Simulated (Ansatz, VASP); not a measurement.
**MgSi: VASP beside Ansatz**

```xyz
2
Lattice="2.8865 0.0000 0.0000 0.0000 2.8865 0.0000 0.0000 0.0000 3.9691" Properties=species:S:1:pos:R:3 pbc="T T T"
Mg    0.0000    0.0000    0.0000
Si    1.4432    1.4432    1.9845
```

Alike in both runs: task single point; functional LDA; k mesh 12 × 12 × 10; occupations fermi-dirac, width 0.08 eV; no spin polarisation.

```csv
,VASP,Ansatz
version,VASP 6.6.1,Ansatz 0.2.0
potentials or method,"VASP PAW LDA potentials, release 64 (Mg, Si)","PAW with Ansatz's default frozen-core files, scalar-relativistic"
plane-wave cutoff (eV),520,420
valence electrons in the cell,6,14
```

Ansatz gave:

| Quantity | Value |
| --- | --- |
| pressure (GPa) | 0.0 |

Q: Which values does VASP return?

A: Pressure (GPa): -0.4.

The two sets of potentials don't hold the same shells in valence. Ansatz warned: «optics_on_partly_filled_bands».
